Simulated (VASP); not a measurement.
Runs of VASP 6.6.1 on FeO (Wuestite). It takes space group R-3m (No. 166, trigonal). The conventional cell has a = 3.038 Å, b = 3.038 Å, c = 7.559 Å, α = 90.00°, β = 90.00°, γ = 120.00°. Around Fe (site symmetry -3m) lie 6 O at 2.16 Å. O (site symmetry -3m) is surrounded by 6 Fe at 2.16 Å. 

```csv
task,level,potentials or basis,spin,U,fixed moment (μB),cell,cutoff (eV),smearing,optimiser,gap on the mesh (eV),pressure (GPa),moment (μB)
single point,PBE,"VASP PAW PBE potentials, release 64 (Fe, O)","collinear, ferromagnetic start",-,-,"atoms moved at random, drawn with an rms of 0.05 Å",520,fermi-dirac 0.05 eV,-,none,-0.4,4.00
single point,PBE,"VASP PAW PBE potentials, release 54 (Fe, O)","collinear, ferromagnetic start",-,-,as given,520,gaussian 0.1 eV,-,none,-1.2,4.00
single point,PBE,"VASP PAW PBE potentials, release 64 (Fe, O)","collinear, ferromagnetic start",-,-,as given,520,fermi-dirac 0.05 eV,-,none,-1.1,4.00
single point,RPBE,"VASP PAW PBE potentials, release 64 (Fe, O)","collinear, ferromagnetic start",-,-,as given,500,gaussian 0.02 eV,-,none,(a),4.00
relaxation of the atoms,optB86b-vdW+U,"VASP PAW PBE potentials, release 64 (Fe, O_s)","collinear, random start",Fe d U = 6.2 eV,0,atoms relaxed from: cell strained at random at fixed volume,400,gaussian 0.05 eV,BFGS,-,-20.6,0.00
```

Alike in all rows: k mesh 11 × 11 × 11.

Problem. Fill in the values left out.

Solution. (a) 4.2.

Caveats: a cell with one magnetic atom can't hold antiferromagnetic order, which such compounds often take (some runs); semilocal functionals often make such compounds metallic where correlation or magnetic order opens a gap, which also shifts bond lengths (some runs); the PAW data sets were made with another functional, which shifts forces and pressure a little (some runs); the moment is held away from its start (some runs); the relaxation stopped at its first step, so nothing moved (some runs); the total moment is fixed, so each spin has its own Fermi level (some runs).

A gap of «none» marks a metal or a gap under the smearing width.
